The row that looks wrong is rPW86PBE. It gives cubic AlN a volume 2.5 % above the PBE value, while the next largest, BP86, stays within 0.6 % of PBE. It also has the lowest bulk modulus of the table. Yet when all twelve functionals are compared at one common volume, this same row is the stiffest. Its potentials and cutoff are those of PBE, so the difference comes from the functional, and the reason for it is also a guide to choosing among the others.

Three sizes are worth remembering for this crystal:

- From LDA to PBE the volume grows by about 5 %, and the cell edge by about 1.5 %.
- One GPa of pressure changes the volume by about half a percent.
- A functional that gives 1 % more volume gives a bulk modulus about 2 % lower.

ABINIT 10.8.3, plane-wave Kohn–Sham DFT for cubic AlN (F-43m, 2 atoms per cell), without spin polarisation, spin–orbit coupling or dispersion correction. All rows use a 10 × 10 × 10 k mesh and Fermi–Dirac occupations with a smearing width of 0.05 eV. Volume, bulk modulus and its pressure derivative (slope) come from a fit to energies at seven volumes.

| functional | potentials | wave cutoff | equilibrium volume (Å³/atom) | bulk modulus (GPa) | bulk modulus slope |
| --- | --- | --- | --- | --- | --- |
| LDA | JTH-PAW-LDA-v2.0 | 843.553 eV | 10.220 | 211.50 | 3.940 |
| PBE | PseudoDojo-NC-SR-PBE-v0.4.1-standard | 1142.88 eV | 10.652 | 192.90 | 3.920 |
| revPBE | PseudoDojo-NC-SR-PBE-v0.4.1-standard | 1142.88 eV | 10.690 | 190.50 | 3.930 |
| RPBE | PseudoDojo-NC-SR-PBE-v0.4.1-standard | 1142.88 eV | 10.705 | 189.60 | 3.930 |
| AM05 | PseudoDojo-NC-SR-PBEsol-v0.4.1-standard | 1142.88 eV | 10.467 | 200.40 | 3.920 |
| BP86 | PseudoDojo-NC-SR-PBE-v0.4.1-standard | 1142.88 eV | 10.710 | 190.60 | 3.930 |
| LDA-PZ | PseudoDojo-NC-SR-LDA-v0.4.1-standard | 1142.88 eV | 10.181 | 209.60 | 3.860 |
| LDA-Teter | PseudoDojo-NC-SR-LDA-v0.4.1-standard | 1142.88 eV | 10.176 | 209.70 | 3.890 |
| OLYP | PseudoDojo-NC-SR-PBE-v0.4.1-standard | 1142.88 eV | 10.434 | 199.60 | 3.960 |
| PW91 | PseudoDojo-NC-SR-PBE-v0.4.1-standard | 1142.88 eV | 10.656 | 193.20 | 3.920 |
| WC | PseudoDojo-NC-SR-PBEsol-v0.4.1-standard | 1142.88 eV | 10.494 | 200.50 | 3.900 |
| rPW86PBE | PseudoDojo-NC-SR-PBE-v0.4.1-standard | 1142.88 eV | 10.918 | 180.50 | 3.920 |

## A functional acts like a hidden pressure

Pressure is the downward slope of the energy with volume. Two functionals applied to the same crystal at the same volume give different slopes, as if one of them held the crystal under an extra internal pressure. At the supplied volume of 10.417 Å³ per atom, LDA-Teter gives −4.7 GPa and the crystal wants to shrink. PBE gives +4.5 GPa and rPW86PBE +9.3 GPa, so there it wants to grow. The order of these pressures is the order of the equilibrium volumes in all twelve rows.

Theory explains where the extra pressure comes from. LDA treats each point of the crystal as part of a uniform electron gas. On balance, gradient corrections lower the energy where the density varies steeply, as it does in the outer tails of atoms. Compression makes the tails overlap and evens out the density between the atoms, so part of this lowering is lost. A loss that grows on compression pushes outward. The runs give the total pressure but do not divide it among regions of the crystal, so this step remains an argument.

The table does show that exchange alone can do it. The rows revPBE, RPBE and rPW86PBE keep the correlation and the potentials of PBE and change only the exchange part. Each of these exchange forms rewards the stronger density gradients more than PBE does, and each gives a larger volume. The rPW86 form was designed to work with a nonlocal correlation that adds attraction. That attraction is absent here, which may be part of the reason for the large volume.

The same reasoning works in the other direction. WC keeps PBE correlation but rewards the moderate gradients found in solids less, and its volume lies 1.5 % below that of PBE. AM05, also designed with solids in mind, lies close to it. These two rows use potentials made for PBEsol, a related functional. In the same way revPBE, RPBE, BP86, OLYP, PW91 and rPW86PBE use potentials made for PBE. The error from such mismatches has not been tested in any of these rows.

OLYP is a warning against guessing from the class of a functional. It is gradient-corrected and uses the PBE potentials, yet its volume is smaller than those of AM05 and WC. It replaces both exchange and correlation, and no row changes them one at a time. The cause of its low volume therefore stays open.

## From one pressure to a volume

The picture can be turned into an estimate. Let $P$ be the pressure, $V$ the volume per atom and $B=-V\,dP/dV$ the bulk modulus. The bulk modulus slope $B'$ says how fast $B$ rises with pressure. A star marks values at the supplied volume, and a zero marks values at the equilibrium volume, where the pressure vanishes. If $B'$ is constant, then

$$B_0=B^*-B'P^*,\qquad V_0=V^*\left(\frac{B^*}{B_0}\right)^{1/B'}.$$

Now give every functional the stiffness of PBE, $B^*=210.8$ GPa and $B'=3.92$, and let only the pressure $P^*$ differ. For rPW86PBE, $P^*=9.275$ GPa, and the two steps are

$$B_0=210.8-3.92\times 9.275\approx 174.4\ \text{GPa},$$

$$V_0=10.417\times\left(\frac{210.8}{174.4}\right)^{1/3.92}\approx 10.93\ \text{Å}^3.$$

The full energy curve gives 10.918 Å³, so even the odd row is reproduced to about 0.1 %. Over all rows the largest miss is 0.02 Å³, or 0.2 % of the volume, for LDA-Teter. No constant was adjusted to these volumes. The test is nevertheless a mild one, because each pressure belongs to the same energy curve as the volume it predicts. What it tests is whether one stiffness can serve all the functionals, and for volumes it can.

The result suggests how to guess a neighbouring case. With the correlation part unchanged, an exchange form that rewards density gradients more strongly should give a larger volume, and the relative shift is roughly the extra pressure divided by the bulk modulus. At equal extra pressure, a softer solid would move further. The table holds only one material, so this last statement rests on the formula.

## Why the largest cell is also the stiffest

The estimate works less well for the bulk modulus. If the extra pressure were the same at every volume, changing the functional would only slide the crystal along the PBE curve. The bulk modulus would then fall by 7.6 GPa for each percent of added volume. A straight line fitted by least squares to the eleven rows with norm-conserving potentials gives a fall of only 4.1 GPa. For LDA-Teter the constant-pressure picture is too high by 21 GPa.

The missing piece is that the extra pressure grows as the crystal is squeezed. PBE lies 8.825 GPa above LDA-Teter at 10.626 Å³, and 9.593 GPa above it at 10.209 Å³. A pressure that rises on compression is itself a contribution to stiffness. Its size at the supplied volume is

$$10.417\times\frac{9.593-8.825}{10.626-10.209}\approx 19\ \text{GPa}.$$

So PBE is about 19 GPa stiffer than LDA-Teter at the same volume. At their own equilibrium volumes it is 17 GPa softer, because the PBE crystal is larger, and a crystal softens as it expands. The potentials differ between these two rows as well, so not every GPa need belong to the functional.

The pair PBE and rPW86PBE shares its potentials and shows the same reversal. At the supplied volume rPW86PBE has the higher bulk modulus, 216.4 against 210.8 GPa. At the equilibrium volumes it has the lower one, 180.5 against 192.9 GPa. The functional adds some stiffness, and the expansion it causes takes away more. A bulk modulus should therefore always be quoted with the volume at which it was calculated.

## Which level for which purpose

The table has no measured column, and the supplied cell is not stated to be an experimental one. It shows how far the functionals differ, but it cannot say which is closest to nature. General experience with solids fills part of this gap: LDA usually makes cells too small, and PBE usually makes them too large. The truth for cubic AlN probably lies between the two.

**A density good to about 5 %.** On that experience, LDA or PBE will do. Running both is a cheap way to bracket the answer. PBE and PW91 are interchangeable here, as are LDA-PZ and LDA-Teter, so a second run within either pair brings no new information.

**A volume good to about 1 %.** The type of functional now decides the result. AM05 and WC are the sensible first choices, since they were designed with solids in mind, lie between LDA and PBE here and differ from each other by only 0.3 %. Moving from PBE to revPBE or RPBE goes the wrong way if PBE already gives too large a cell. As used here, rPW86PBE is not a good choice for volumes.

**A volume good to a few tenths of a percent.** The functional is then no longer the only concern. The LDA row with PAW potentials lies 0.4 % above LDA-PZ, about as much as revPBE lies above PBE. The two other LDA versions differ by only 0.05 %, so the potentials or the cutoff are the more likely source. Zero-point motion and temperature are also missing, and for a light, stiff solid zero-point motion alone is expected to expand the volume by roughly half a percent to one percent.

**A bulk modulus.** The values span 31 GPa, from 180.5 to 211.5 GPa, which is 16 % of the PBE value. A need for 5 % accuracy thus calls for a deliberate choice of functional. AM05 and WC both give about 200 GPa, in the middle of the range. Moving all functionals to one volume does not remove the disagreement, because it reverses the order of LDA and PBE.

**A band gap.** No row is suitable. At the supplied volume the calculated gaps run from 3.2 to 3.6 eV, whereas the measured gap of cubic AlN is roughly 5 eV. Functionals of this kind generally give gaps that are too small, and changing one for another moves the gap much less than the error. A hybrid functional or a quasiparticle method is the usual remedy, at a much higher cost.

## What the steps cost

At equal potentials and cutoff, all these functionals cost about the same, because each needs only the local density and, beyond LDA, its gradient. The better choice for volumes is therefore nearly free. The cutoff matters more: the number of plane waves grows as its power 3/2. The norm-conserving rows, at 1143 eV, need about 1.6 times as many as the PAW row at 844 eV. This ratio is not a run time, since PAW has extra work to do around each atom.

A larger saving lies in the number of volumes. The energy curves here use seven. Once the stiffness is known from one functional, a single pressure from another gives its volume to about 0.2 % in this crystal, which is enough for a first comparison. The cutoff must stay high for this, because a pressure calculated with a fixed set of plane waves comes out too low. Here the shortfall is at most about 0.1 GPa near equilibrium, worth less than 0.1 % in volume.
